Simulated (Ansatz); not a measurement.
Si2Mo in Ansatz: the effect of Hubbard term

Crystal: Si2Mo.

```
CELL_PARAMETERS angstrom
-1.60000 1.60000 3.93050
1.60000 -1.60000 3.93050
1.60000 1.60000 -3.93050
ATOMIC_POSITIONS crystal
Mo 0.00000 0.00000 0.00000
Si 0.66700 0.66700 0.00000
Si 0.33300 0.33300 0.00000
```

Alike in all runs:

```yaml
Program: Ansatz 0.2.0
Task: density of states
Functional: PBEsol
Potentials_or_basis: all-electron LAPW, scalar-relativistic
Cutoff: 205 eV (chosen from the basis error)
Basis_error_allowed: 0.002 eV/atom
k_mesh: 12 × 12 × 12
Occupations: fermi-dirac, width 0.05 eV
Spin: no spin polarisation
```

```tsv
Hubbard term	pressure (GPa)	largest force (eV/Å)
none	-2.7	0.33
Mo d U = 2 eV	?	?
Mo d U = 4 eV	-3.7	0.60
Mo d U = 6 eV	-3.8	0.74
Mo d U = 8 eV	-3.2	0.89
```

Task: What does the run with Hubbard term Mo d U = 2 eV give?

Result: Pressure -3.2 GPa; largest force 0.45 eV/Å.

Worked out: A parabola through the other rows of the pressure, of slope -0.271 GPa per eV there, gives -3.4 GPa, against the run's -3.2. A straight line through the other rows of the largest force, of slope 0.0697 eV/Å per eV, gives 0.47 eV/Å, against the run's 0.45.

Caveats: U is the effective U less J, on atomic orbitals that reach past the spheres (some runs); U without spin polarisation on a metal has little footing (some runs); the U is typed as a test and isn't derived for this compound (some runs).
